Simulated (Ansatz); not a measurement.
# KZnF3: the cell at several levels of theory

An exercise on one series of results from a longer session: the logs are not shown, and one member is left open.

Program: Ansatz 0.2.0. PAW datasets, plane waves, zero pressure. (Simulation; spin polarisation is off.)

## The cell

The symmetry is Pm-3m (No. 221, cubic); conventional cell a = 4.050 Å, 13.29 Å³ an atom. K has 12 F at 2.86 Å; Zn has 6 F at 2.02 Å; F has 2 Zn at 2.02 Å and 4 K at 2.86 Å.

The structure in full:

```cif
data_structure
_symmetry_space_group_name_H-M 'Pm-3m'
_symmetry_Int_Tables_number 221
_cell_length_a 4.0500
_cell_length_b 4.0500
_cell_length_c 4.0500
_cell_angle_alpha 90.000
_cell_angle_beta 90.000
_cell_angle_gamma 90.000
_cell_volume 66.43
loop_
_atom_site_label
_atom_site_type_symbol
_atom_site_symmetry_multiplicity
_atom_site_Wyckoff_symbol
_atom_site_fract_x
_atom_site_fract_y
_atom_site_fract_z
_atom_site_occupancy
K1 K 1 a 0.00000 0.00000 0.00000 1
Zn1 Zn 1 b 0.50000 0.50000 0.50000 1
F1 F 3 c 0.50000 0.50000 0.00000 1
```

The first run:

The input, input.yaml:

```yaml
crystal:
  lattice:
    - [4.05, 0.0, 0.0]
    - [0.0, 4.05, 0.0]
    - [0.0, 0.0, 4.05]
  atoms:
    - { symbol: K, position: [0.0, 0.0, 0.0] }
    - { symbol: Zn, position: [0.5, 0.5, 0.5] }
    - { symbol: F, position: [0.5, 0.5, 0.0] }
    - { symbol: F, position: [0.0, 0.5, 0.5] }
    - { symbol: F, position: [0.5, 0.0, 0.5] }
kpoints:
  mp_grid: { grid: [6, 6, 6] }
hamiltonian:
  xc: pbe
scf:
  occupations: { method: fermi_dirac, width: 0.02 }
relax:
  f_tol: 0.005
  cell: {}
output:
  write_density: true
  write_potential: true
  elf: true
  volumetric_format: npy
```

Started as:

```bash
$ ansatz run input.yaml --threads 2 --pin off --max-ram 29491MiB --backend cpu --events-out ev --progress --plain --runs-dir out
```

Steps of the session up to this table: PBE: cell and atoms; r2SCAN: cell and atoms; Relaxing with PBEsol; Relaxing with LDA.

One table of the session follows, with a row left open; its other results are not shown here.

It belongs to the step «The cells side by side». 

```
 level  a (Å)  volume (Å³/atom)
   PBE  4.128            14.064
r2SCAN  4.046            13.248
PBEsol      ?                 ?
   LDA  3.974            12.548
```

Q: Estimate the row for PBEsol from the others.

The run gave: a (Å): 4.053; volume (Å³/atom): 13.312. In the column «a (Å)» it lies between r2SCAN (4.046) and PBE (4.128).

LDA gives the smallest cell and PBE the largest; they differ by 12.1 % in volume, a mean of 3.9 % in length.
